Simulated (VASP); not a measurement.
**CaMg: Cu adatom to the next equal site**

How hard is this move in CaMg: Cu adatom to the next equal site? Both ends are relaxed first, then a band of images between them. The start is a computed cell from the Materials Project.

Method: PBE, spin-polarised, with small moments to start from; plane waves and PAW (Ca_pv, Mg, Cu), in VASP 6.6.1.

## 1. Set-up

The cell holds 17 atoms: 8 Ca, 8 Mg and 1 Cu. Cell: a = 8.055 Å, b = 5.580 Å, c = 23.362 Å, α = 90.0°, β = 90.0°, γ = 90.0°. It derives from CaMg, repeated 2×1×1. The (1 0 1) slab of CaMg, cut from the database cell. Vacuum lies along c.

## 2. Relax the start

A path needs two true minima; the start is relaxed with symmetry off.

The input, INCAR:

```
SYSTEM = Ca8Mg8Cu
PREC = Normal
ENCUT = 300
EDIFF = 1E-05
NELM = 120
ISMEAR = 0
SIGMA = 0.1
LREAL = Auto
ALGO = Fast
GGA = PE
NBANDS = 71
ISPIN = 2
MAGMOM = 0 0 0 0 0 0 0 0 0 0 0 0 0 0 0.6 0.6 0.6
LMAXMIX = 4
LORBIT = 11
LWAVE = .FALSE.
LCHARG = .FALSE.
NCORE = 3
IBRION = 2
NSW = 50
ISIF = 2
EDIFFG = -0.04
POTIM = 0.4
MAXMIX = 40
ISYM = 0
```

The input, POSCAR:

```
Ca8Mg8Cu
1.0
    8.0547447600      0.0000000000      0.0000000000
    0.0000000000      5.5795941526      0.0000000000
    0.0000000000      0.0000000000     23.3620056354
Ca Mg Cu
8 8 1
Selective dynamics
Direct
    0.0000000000      0.2815011300      0.3210340800  F F F
    0.5000000000      0.2815011300      0.3210340800  F F F
    0.0000000000      0.8025018900      0.4403446900  F F F
    0.5000000000      0.8025018900      0.4403446900  F F F
   -0.0018286218      0.3229187009      0.5592425721  T T T
    0.5014869403      0.3236450335      0.5594049404  T T T
   -0.0019414854      0.8435814970      0.6789728904  T T T
    0.4993156756      0.8491419589      0.6798277675  T T T
    0.2500000000      0.7815011300      0.3210340800  F F F
    0.7500000000      0.7815011300      0.3210340800  F F F
    0.2500000000      0.3025018900      0.4403446900  F F F
    0.7500000000      0.3025018900      0.4403446900  F F F
    0.2487237178      0.8175951409      0.5597986750  T T T
    0.7502706829      0.8191032187      0.5590704059  T T T
    0.2498211149      0.3411169472      0.6788817920  T T T
    0.7502370852      0.3446309585      0.6785324883  T T T
    0.0014742815      0.2531943791      0.7764119311  T T T
```

The input, KPOINTS:

```
Automatic mesh
0
Gamma
2 3 1
0 0 0
```

PAW data sets: Ca_pv, Mg and Cu (PBE family, release 64).

Command:

```
$ mpirun -np 3 vasp_std
```

Output:

```text
[banner, memory and clock lines left out]
running    3 mpi-ranks, on    1 nodes
 distrk:  each k-point on    3 cores,    1 groups
 distr:  one band on    3 cores,    1 groups

 POSCAR found type information on POSCAR CaMgCu
 POSCAR found :  3 types and      17 ions
 LDA part: xc-table for (Slater+PW92), standard interpolation
 POSCAR, INCAR and KPOINTS ok, starting setup
 FFT: planning ... GRIDC
 FFT: planning ... GRID_SOFT
 FFT: planning ... GRID
 WAVECAR not read
 entering main loop
       N       E                     dE             d eps       ncg     rms          rms(c)
DAV:   1     0.743099758059E+03    0.74310E+03   -0.25351E+04  1440   0.890E+02
DAV:   2     0.826591343540E+02   -0.66044E+03   -0.64489E+03  1136   0.321E+02
DAV:   3    -0.207745976005E+02   -0.10343E+03   -0.99108E+02  1503   0.137E+02
DAV:   4    -0.300345956491E+02   -0.92600E+01   -0.91313E+01  1736   0.425E+01
DAV:   5    -0.304661442173E+02   -0.43155E+00   -0.43031E+00  1784   0.969E+00    0.146E+01
RMM:   6    -0.386459836450E+02   -0.81798E+01   -0.78650E+01  1418   0.298E+01    0.170E+01
RMM:   7    -0.315443502573E+02    0.71016E+01   -0.20758E+01  1335   0.168E+01    0.881E+00
RMM:   8    -0.292523785775E+02    0.22920E+01   -0.19431E+00  1371   0.561E+00    0.628E+00
RMM:   9    -0.278920800513E+02    0.13603E+01   -0.33162E+00  1504   0.581E+00    0.280E+00
RMM:  10    -0.273852938360E+02    0.50679E+00   -0.23533E+00  1432   0.403E+00    0.220E+00
RMM:  11    -0.271585026282E+02    0.22679E+00   -0.48815E-01  1496   0.253E+00    0.115E+00
RMM:  12    -0.272754882057E+02   -0.11699E+00   -0.96477E-02  1534   0.718E-01    0.726E-01
RMM:  13    -0.274482795598E+02   -0.17279E+00   -0.83117E-02  1368   0.713E-01    0.381E-01
RMM:  14    -0.275273966485E+02   -0.79117E-01   -0.25319E-02  1557   0.357E-01    0.294E-01
RMM:  15    -0.276145440796E+02   -0.87147E-01   -0.18421E-02  1454   0.216E-01    0.259E-01
RMM:  16    -0.277359599952E+02   -0.12142E+00   -0.38951E-02  1351   0.300E-01    0.219E-01
RMM:  17    -0.278074457644E+02   -0.71486E-01   -0.32976E-02  1374   0.240E-01    0.145E-01
RMM:  18    -0.278699059573E+02   -0.62460E-01   -0.23949E-02  1438   0.217E-01    0.111E-01
RMM:  19    -0.278932350808E+02   -0.23329E-01   -0.11983E-02  1429   0.182E-01    0.817E-02
RMM:  20    -0.278988292083E+02   -0.55941E-02   -0.46243E-03  1342   0.124E-01    0.428E-02
RMM:  21    -0.279000702689E+02   -0.12411E-02   -0.21042E-03  1255   0.791E-02    0.431E-02
RMM:  22    -0.279020586470E+02   -0.19884E-02   -0.77704E-04  1147   0.659E-02    0.210E-02
RMM:  23    -0.279042968756E+02   -0.22382E-02   -0.46595E-04  1203   0.395E-02    0.157E-02
RMM:  24    -0.279071501501E+02   -0.28533E-02   -0.38671E-04  1183   0.319E-02    0.145E-02
RMM:  25    -0.279086446759E+02   -0.14945E-02   -0.17328E-04  1177   0.254E-02    0.801E-03
RMM:  26    -0.279096784295E+02   -0.10338E-02   -0.11272E-04  1137   0.176E-02    0.554E-03
RMM:  27    -0.279103163442E+02   -0.63791E-03   -0.83972E-05  1058   0.137E-02    0.453E-03
RMM:  28    -0.279105229469E+02   -0.20660E-03   -0.28994E-05   953   0.973E-03    0.237E-03
RMM:  29    -0.279106371603E+02   -0.11421E-03   -0.20797E-05   913   0.959E-03    0.208E-03
RMM:  30    -0.279106807644E+02   -0.43604E-04   -0.13257E-05   730   0.872E-03    0.210E-03
RMM:  31    -0.279106918647E+02   -0.11100E-04   -0.63035E-06   652   0.809E-03    0.120E-03
RMM:  32    -0.279106972917E+02   -0.54269E-05   -0.37575E-06   592   0.734E-03
   1 F= -.27910697E+02 E0= -.27874199E+02  d E =-.279107E+02  mag=     0.0012
 curvature:   0.00 expect dE= 0.000E+00 dE for cont linesearch  0.000E+00
 trial: gam= 0.00000 g(F)=  0.526E-01 g(S)=  0.000E+00 ort = 0.000E+00 (trialstep = 0.100E+01)
 search vector abs. value=  0.526E-01
 bond charge predicted
       N       E                     dE             d eps       ncg     rms          rms(c)
DAV:   1    -0.279455020798E+02   -0.34810E-01   -0.92620E+00  1600   0.733E+00    0.366E-01
RMM:   2    -0.279586532091E+02   -0.13151E-01   -0.16490E-01  1353   0.154E+00    0.161E-01
RMM:   3    -0.279615971459E+02   -0.29439E-02   -0.34254E-02  1504   0.689E-01    0.910E-02
RMM:   4    -0.279621612383E+02   -0.56409E-03   -0.73810E-03  1556   0.252E-01    0.940E-02
RMM:   5    -0.279622371163E+02   -0.75878E-04   -0.11288E-03  1443   0.975E-02    0.898E-02
RMM:   6    -0.279622031496E+02    0.33967E-04   -0.19437E-04  1254   0.425E-02    0.667E-02
RMM:   7    -0.279622588081E+02   -0.55659E-04   -0.95114E-04  1242   0.796E-02    0.110E-01
RMM:   8    -0.279624047422E+02   -0.14593E-03   -0.29702E-04  1274   0.522E-02    0.138E-01
RMM:   9    -0.279623188807E+02    0.85862E-04   -0.11811E-04  1090   0.314E-02    0.789E-02
RMM:  10    -0.279623051605E+02    0.13720E-04   -0.63310E-04  1223   0.615E-02    0.460E-02
RMM:  11    -0.279623006763E+02    0.44842E-05   -0.65717E-05  1017   0.216E-02
   2 F= -.27962301E+02 E0= -.27925425E+02  d E =-.516034E-01  mag=     0.0024
[... from here on, the cycles between the ionic steps are left out ...]
   3 F= -.28103206E+02 E0= -.28065179E+02  d E =-.192509E+00  mag=     0.0028
   4 F= -.28275343E+02 E0= -.28234926E+02  d E =-.364646E+00  mag=    -0.0032
   5 F= -.28281444E+02 E0= -.28240072E+02  d E =-.370747E+00  mag=    -0.0023
   6 F= -.28284146E+02 E0= -.28243127E+02  d E =-.373449E+00  mag=    -0.0019
   7 F= -.28320001E+02 E0= -.28278917E+02  d E =-.358550E-01  mag=     0.0030
   8 F= -.28376310E+02 E0= -.28335088E+02  d E =-.921637E-01  mag=     0.0027
   9 F= -.28416766E+02 E0= -.28376029E+02  d E =-.404560E-01  mag=    -0.0015
  10 F= -.28450889E+02 E0= -.28410835E+02  d E =-.745788E-01  mag=    -0.0056
  11 F= -.28452241E+02 E0= -.28412373E+02  d E =-.759307E-01  mag=    -0.0046
  12 F= -.28485289E+02 E0= -.28445590E+02  d E =-.330487E-01  mag=     0.0047
  13 F= -.28500889E+02 E0= -.28461437E+02  d E =-.486479E-01  mag=     0.0039
  14 F= -.28513472E+02 E0= -.28474268E+02  d E =-.125830E-01  mag=     0.0014
  15 F= -.28514060E+02 E0= -.28474903E+02  d E =-.131719E-01  mag=    -0.0005
  16 F= -.28518508E+02 E0= -.28479790E+02  d E =-.444745E-02  mag=     0.0075
  17 F= -.28521506E+02 E0= -.28483590E+02  d E =-.744587E-02  mag=     0.0137
[...]
WARNING in EDDRMM: call to ZHEGV failed, returncode =   6  3     35
  18 F= -.28523948E+02 E0= -.28486136E+02  d E =-.244202E-02  mag=     0.0106
[...]
WARNING in EDDRMM: call to ZHEGV failed, returncode =   6  3     38
  19 F= -.28529488E+02 E0= -.28491994E+02  d E =-.798141E-02  mag=    -0.0066
[...]
WARNING in EDDRMM: call to ZHEGV failed, returncode =   6  3     46
  20 F= -.28530681E+02 E0= -.28493704E+02  d E =-.917496E-02  mag=    -0.0071
  21 F= -.28531430E+02 E0= -.28494308E+02  d E =-.992385E-02  mag=    -0.0026
  22 F= -.28534999E+02 E0= -.28497729E+02  d E =-.356928E-02  mag=    -0.0048
  23 F= -.28535793E+02 E0= -.28498402E+02  d E =-.436302E-02  mag=    -0.0028
 curvature:  -5.39 expect dE=-0.164E-02 dE for cont linesearch -0.200E-05
 trial: gam= 0.31701 g(F)=  0.304E-03 g(S)=  0.000E+00 ort =-0.234E-04 (trialstep = 0.530E+01)
 search vector abs. value=  0.437E-03
 bond charge predicted
       N       E                     dE             d eps       ncg     rms          rms(c)
DAV:   1    -0.285349166756E+02    0.88301E-03   -0.97060E-01  1484   0.307E+00    0.103E-01
RMM:   2    -0.285362287090E+02   -0.13120E-02   -0.16161E-02  1310   0.664E-01    0.671E-02
RMM:   3    -0.285369307367E+02   -0.70203E-03   -0.69747E-03  1470   0.320E-01    0.366E-02
RMM:   4    -0.285369835431E+02   -0.52806E-04   -0.75897E-04  1418   0.104E-01    0.342E-02
RMM:   5    -0.285370144262E+02   -0.30883E-04   -0.12921E-04  1331   0.403E-02    0.285E-02
RMM:   6    -0.285370902018E+02   -0.75776E-04   -0.37816E-05   946   0.221E-02    0.245E-02
RMM:   7    -0.285371056137E+02   -0.15412E-04   -0.45180E-05   916   0.216E-02    0.193E-02
RMM:   8    -0.285371090845E+02   -0.34708E-05   -0.13740E-05   768   0.159E-02
  24 F= -.28537109E+02 E0= -.28499729E+02  d E =-.131584E-02  mag=    -0.0058
 trial-energy change:   -0.001316  1 .order   -0.001242   -0.001572   -0.000912
 step:   8.7787(harm= 12.6281)  dis= 0.01528  next Energy=   -28.537429 (dE=-0.164E-02)
 reached required accuracy - stopping structural energy minimisation
```

Run time: 23 min. Hardware: 3 MPI ranks of AMD EPYC 7R43, shared host; peak memory 0.65 GiB; 69 min of CPU time.

Lines that name or quote the potential files are left out of all logs, and their timing lines are given in words.

Parts of OUTCAR (step 2):

```text
ion  position               nearest neighbor table
   1  0.000  0.282  0.321-  11 3.44  12 3.44   9 3.44  10 3.44   9 3.44  10 3.44   3 3.86   3 4.03
                             2 4.03   2 4.03
   2  0.500  0.282  0.321-  11 3.44  12 3.44   9 3.44  10 3.44   9 3.44  10 3.44   4 3.86   4 4.03
                             1 4.03   1 4.03
   3  0.000  0.803  0.440-  14 3.43  13 3.44   9 3.44  10 3.44  11 3.44  12 3.44  11 3.44  12 3.44
                             5 3.86   1 3.86   5 4.02   1 4.03   4 4.03   4 4.03
   4  0.500  0.803  0.440-  14 3.43  10 3.44   9 3.44  12 3.44  11 3.44  11 3.44  12 3.44  13 3.45
                             6 3.86   2 3.86   6 4.02   2 4.03   3 4.03   3 4.03
   5  0.998  0.323  0.559-  14 3.41  13 3.42  12 3.42  16 3.43  11 3.44  14 3.45  15 3.45  13 3.47
                             3 3.86   7 3.87   6 4.00   3 4.02   7 4.03   6 4.05
   6  0.501  0.324  0.559-  14 3.41  13 3.43  12 3.43  16 3.43  11 3.44  15 3.45  14 3.46  13 3.48
                             4 3.86   8 3.86   5 4.00   4 4.02   5 4.05   8 4.06
   7  0.998  0.844  0.679-  17 3.23  16 3.43  16 3.44  15 3.44  14 3.44  13 3.44  15 3.46   5 3.87
                             8 4.02   5 4.03   8 4.04
   8  0.499  0.849  0.680-  15 3.40  16 3.42  13 3.46  16 3.47  14 3.47  15 3.47   6 3.86   7 4.02
                             7 4.04   6 4.06
   9  0.250  0.782  0.321-   3 3.44   4 3.44   1 3.44   2 3.44   1 3.44   2 3.44
  10  0.750  0.782  0.321-   3 3.44   4 3.44   1 3.44   2 3.44   1 3.44   2 3.44
  11  0.250  0.303  0.440-   1 3.44   2 3.44   3 3.44   4 3.44   3 3.44   4 3.44   5 3.44   6 3.44

 Found      4 irreducible k-points:

   k-points           NKPTS =      4   k-points in BZ     NKDIM =      4   number of bands    NBANDS=     71

   dimension x,y,z NGX =    36 NGY =   24 NGZ =  100
   dimension x,y,z NGXF=    72 NGYF=   48 NGZF=  200

   ENCUT  =  300.0 eV  22.05 Ry    4.70 a.u.  11.38  7.88 32.99*2*pi/ulx,y,z

   NELECT =      91.0000    total number of electrons

 k-points in reciprocal lattice and weights: Automatic mesh
   0.00000000  0.00000000  0.00000000       0.167
   0.50000000  0.00000000  0.00000000       0.167
   0.00000000  0.33333333  0.00000000       0.333
   0.50000000  0.33333333  0.00000000       0.333

 average (electrostatic) potential at core
       1 -52.5309       2 -52.5518       3 -51.9452       4 -51.9590       5 -52.0169
       6 -51.7795       7 -52.2234       8 -52.4999       9 -42.4223      10 -42.4225
      11 -42.1417      12 -42.1416      13 -42.1538      14 -42.1539      15 -42.1569
      16 -42.1574      17 -71.5429

 E-fermi :  -0.3800

 spin component 1
 k-point     1 :       0.0000    0.0000    0.0000
  band No.  band energies     occupation
    ...
     43      -0.7221      1.00000
     44      -0.6983      1.00000
     45      -0.6193      0.99964
     46      -0.4724      0.90425
     47      -0.4341      0.77794
     48      -0.2466      0.02956
     49      -0.1926      0.00402
     50       0.1268      0.00000
     51       0.1682      0.00000
     52       0.4747      0.00000
    ...

 k-point     2 :       0.5000    0.0000    0.0000
  band No.  band energies     occupation
    ...
     41      -0.6517      0.99994
     42      -0.5651      0.99557
     43      -0.5492      0.99165
     44      -0.4633      0.88047
     45      -0.4430      0.81352
     46      -0.3618      0.39831
     47      -0.3224      0.20742
     48      -0.3167      0.18534
     49      -0.1404      0.00035
     50      -0.0248      0.00000
    ...

 k-point     3 :       0.0000    0.3333    0.0000
  band No.  band energies     occupation
    ...
     42      -1.5511      1.00000
     43      -1.1516      1.00000
     44      -0.8730      1.00000
     45      -0.7158      1.00000
     46      -0.6288      0.99978
     47      -0.2687      0.05770
     48      -0.2185      0.01118
     49       0.0316      0.00000
     50       0.1712      0.00000
     51       0.1884      0.00000
    ...

 k-point     4 :       0.5000    0.3333    0.0000
  band No.  band energies     occupation
    ...
     40      -1.6454      1.00000
     41      -1.2595      1.00000
     42      -1.0724      1.00000
     43      -1.0049      1.00000
     44      -0.5966      0.99890
     45      -0.3414      0.29235
     46      -0.2481      0.03105
     47      -0.2134      0.00922
     48      -0.0042      0.00000
     49       0.0366      0.00000
    ...

 spin component 2
 k-point     1 :       0.0000    0.0000    0.0000
  band No.  band energies     occupation
    ...
     43      -0.7224      1.00000
     44      -0.6988      1.00000
     45      -0.6197      0.99965
     46      -0.4727      0.90501
     47      -0.4347      0.78039
     48      -0.2469      0.02987
     49      -0.1930      0.00408
     50       0.1266      0.00000
     51       0.1683      0.00000
     52       0.4744      0.00000
    ...

 k-point     2 :       0.5000    0.0000    0.0000
  band No.  band energies     occupation
    ...
     41      -0.6522      0.99994
     42      -0.5654      0.99563
     43      -0.5497      0.99178
     44      -0.4636      0.88147
     45      -0.4435      0.81538
     46      -0.3624      0.40183
     47      -0.3228      0.20920
     48      -0.3173      0.18753
     49      -0.1407      0.00036
     50      -0.0251      0.00000
    ...

  Total       -4.2330033      1.6232885     -1.0021312      0.0022476     -0.3925636      0.0009067
  in kB       -6.4594371      2.4770899     -1.5292224      0.0034297     -0.5990404      0.0013836
  external PRESSURE =      -1.8371899 kB  Pullay stress =       0.0000000 kB

  energy-cutoff  :      300.00
  volume of cell :     1049.94
      direct lattice vectors                 reciprocal lattice vectors
     8.054744760  0.000000000  0.000000000     0.124150427  0.000000000  0.000000000
     0.000000000  5.579594153  0.000000000     0.000000000  0.179224505  0.000000000
     0.000000000  0.000000000 23.362005635     0.000000000  0.000000000  0.042804544

 POSITION                                       TOTAL-FORCE (eV/Angst)
 -----------------------------------------------------------------------------------
      0.00000      1.57066      7.50000         0.000053      0.037423     -0.014583
      4.02737      1.57066      7.50000        -0.000243      0.035915      0.016031
      0.00000      4.47763     10.28734         0.000360     -0.026034     -0.026140
      4.02737      4.47763     10.28734        -0.000437     -0.021146     -0.059067
      8.05444      1.72176     13.10727         0.000231      0.001111      0.011097
      4.02739      1.72651     12.96242         0.000372     -0.014005      0.010308
      8.05437      4.53919     15.89256         0.000787      0.021908      0.007943
      4.02732      4.57690     15.88623         0.000561     -0.002272     -0.005177
      2.01369      4.36046      7.50000        -0.029261      0.010586      0.118780
      6.04106      4.36046      7.50000         0.029083      0.010598      0.118729
      2.01369      1.68784     10.28734        -0.083444     -0.006607     -0.068626
      6.04106      1.68784     10.28734         0.083137     -0.006711     -0.068447
      2.00831      4.51333     13.12934        -0.006891     -0.000797      0.000737
      6.04667      4.51374     13.12791         0.005739     -0.001417      0.002942
      2.23949      1.78991     15.67025         0.013697     -0.025544     -0.005903
      5.81459      1.78876     15.67157        -0.013212     -0.023309     -0.007122
      0.00001      1.74463     16.96010        -0.000531      0.010299     -0.031503
 -----------------------------------------------------------------------------------
    total drift:                                0.001511     -0.000350      0.000648

  FREE ENERGIE OF THE ION-ELECTRON SYSTEM (eV)
  ---------------------------------------------------
  free  energy   TOTEN  =       -28.5371090845 eV

  energy  without entropy=      -28.4623494041  energy(sigma->0) =      -28.49972924

 reached required accuracy - stopping structural energy minimisation

 total charge
# of ion       s       p       d       tot
------------------------------------------
    1        0.280   6.112   0.291   6.683
    2        0.282   6.109   0.293   6.684
    3        0.258   6.135   0.348   6.740
    4        0.268   6.135   0.345   6.748
    5        0.262   6.141   0.330   6.733
    6        0.270   6.143   0.384   6.797
    7        0.273   6.120   0.337   6.729
    8        0.283   6.114   0.318   6.715
    9        0.246   0.093   0.003   0.342
   10        0.246   0.093   0.003   0.342
   11        0.232   0.110   0.005   0.347
   12        0.232   0.110   0.005   0.347
   13        0.230   0.109   0.005   0.343
   14        0.230   0.109   0.005   0.343
   15        0.240   0.115   0.007   0.362
   16        0.240   0.115   0.007   0.362
   17        0.555   0.121   9.225   9.902
--------------------------------------------------
tot          4.627  49.982  11.909  66.519

 magnetization (x)
# of ion       s       p       d       tot
------------------------------------------
    1        0.000  -0.000  -0.000  -0.000
    2       -0.000  -0.000  -0.000  -0.000
    3       -0.000  -0.000  -0.000  -0.000
    4       -0.000  -0.000  -0.000  -0.000
    5       -0.000  -0.000  -0.000  -0.000
    6       -0.000  -0.000  -0.000  -0.000
    7       -0.000  -0.000  -0.000  -0.000
    8       -0.000  -0.000  -0.000  -0.000
    9        0.000  -0.000  -0.000  -0.000
   10        0.000  -0.000  -0.000  -0.000
   11        0.000  -0.000  -0.000  -0.000
   12        0.000  -0.000  -0.000  -0.000
   13        0.000  -0.000  -0.000  -0.000
   14        0.000  -0.000  -0.000  -0.000
   15        0.000  -0.000  -0.000  -0.000
   16        0.000  -0.000  -0.000  -0.000
   17        0.000  -0.000  -0.000  -0.000
--------------------------------------------------
tot         -0.000  -0.000  -0.001  -0.001

[... 2 further parts left out ...]
```

(Part 1 of 3 ends here.)

[Lines on the potential files, build, host, timing and source positions are cut from VASP's logs without a mark.]

[Logs are printed without paths, hosts, clocks, repeated set-up lines and the standing remarks that a program may print on its own settings, such as how far it seeks lower states.]

[Hosts, paths, dates, database ids (printed as entryN), source tags and the programs' standing remarks are cut or masked in the printed files.]

[Runs that stopped without an error message from VASP are left out.]
